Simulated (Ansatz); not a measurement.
Abridged Ansatz (a first-principles code) output:

```
Relaxation: its limit of steps is 60 (relax.max_steps)
Pseudopotential: Ru, paw, valence charge 16
Pseudopotential: O, paw, valence charge 6
Crystal: 6 atoms, lattice volume = 51.502 Å³
Basis set: ecut = 420 eV, 1003 PW (Γ), exchange–correlation on 60×60×48 points (8 copies of the dense FFT grid, shifted against one another)
Bands: 34, of which v1, the nominal top of the filled ones, is band 28 counted from 1 (27 counted from 0)
Symmetry: 16 space group operations
k-points: 168 of 1815
Functional: x = pbesol(κ = 0.804, μ = 0.12345679012345678), c = pbesol(β = 0.046)
SCF iter   1: F=—  HF=-13870.830236 eV  |F-HF|=—  |Δ(HF+E_count)|=         —  Δρ=2.06e-2  dr2=1.38e-1  ethr=1.77e-3  ⟨swp⟩=6.0  Hψ=22644  notcnv=0
SCF iter   2: F=—  HF=-13870.797744 eV  |F-HF|=—  |Δ(HF+E_count)|=   3.25e-2  Δρ=8.77e-3  dr2=2.76e-2  ethr=2.47e-4  ⟨swp⟩=2.0  Hψ=7898  notcnv=0  defer=69
SCF 1 converged in 7 iterations: F = -13870.790566 eV  dr2 = 2.80e-8
relax step   1: F+E_penalty+E_count = -13870.79056642 eV  Δ(F+E_penalty+E_count) = +0.000e0 eV  max|allowed force component| = 1.935e-4 eV/Å  Δτ_max = 0.0000 Å  P = +74.991 GPa  Ω = 51.502 Å³  (7 SCF iters, dr2 threshold 1.00e-7 eV, accepted)
[... steps on the carried basis left out ...]
relax step   8: F+E_penalty+E_count = -13869.68437268 eV  Δ(F+E_penalty+E_count) = +1.932e-4 eV  max|allowed force component| = 2.675e-4 eV/Å  Δτ_max = 0.0000 Å  P = +99.996 GPa  Ω = 49.467 Å³  stress off target by 8.46e-3 GPa  SCF on the basis re-selected at this cell (its energy is not comparable with the rows above)  (8 SCF iters)
SCF converged after 8 iterations
Free energy (F): -13869.684373 eV
Internal energy: -13869.661953 eV  (E = F + TS)
E sigma→0 (E₀):  -13869.673163 eV
Entropy (-TS):   -0.022420 eV (-3.737 meV/atom)
Fermi energy:    18.439238 eV
--- Forces (eV/Å), atoms counted from 1 ---
  atom   1  Ru    -0.00000000    -0.00000000     0.00000000
  atom   2  Ru     0.00000000     0.00000000     0.00000000
  atom   3  O     -0.00026748    -0.00026748     0.00000000
  atom   4  O     -0.00026748     0.00026748     0.00000000
  atom   5  O      0.00026748    -0.00026748     0.00000000
  atom   6  O      0.00026748     0.00026748     0.00000000
--- Stress (GPa, compression-positive) ---
       99.991542      -0.000000       0.000000
       -0.000000      99.991542       0.000000
        0.000000       0.000000     100.004525
  P = ⅓ Tr σ = 99.9959 GPa (999.959 kbar)
--- Relaxed structure (6 steps of the walk, 6 accepted, 2 SCFs on fresh bases) ---
  cell:  # Å, volume = 49.4669 Å³
    - [4.063338340987503, -8.363996937414897e-34, 0.0]
    - [-8.363996937414897e-34, 4.063338340987503, 0.0]
    - [0.0, 0.0, 2.9960484662669757]
  atoms:
    - { symbol: Ru, position: [-9.938488891752257e-20, -1.747426618330067e-20, 0.0] }
    - { symbol: Ru, position: [0.5, 0.5, 0.5] }
    - { symbol: O, position: [0.31086242724358376, 0.31086242724358376, 0.0] }
    - { symbol: O, position: [0.8108624272435838, 0.18913757275641613, 0.5] }
    - { symbol: O, position: [0.18913757275641613, 0.8108624272435838, 0.5] }
    - { symbol: O, position: [0.6891375727564162, 0.6891375727564162, 0.0] }
```

Question: What was computed, and what are the main results?

Answer: RuO2, 6 atoms in the cell, with Ansatz PBEsol, scalar-relativistic without spin-orbit coupling, from a series relaxed to a target (pressure 100 GPa). The last SCF converged to F = -13869.684373 eV, or -2311.6141 eV per atom, at a pressure of 100.00 GPa. The total energy compares only with runs of the same code, potentials and settings.

Load acts through the strain it causes; cell and atoms are relaxed under it. Stability against distortions was not tested. Competing high-pressure phases were not computed. No Hubbard U is applied, and correlation can decide whether such a compound is a metal. The final runs are not spin-polarised. The cell was made from RuO2 in the rutile structure (space group P4_2/mnm, No. 136) by this change: pressure 100 GPa.

Keys are those of Ansatz 0.2.
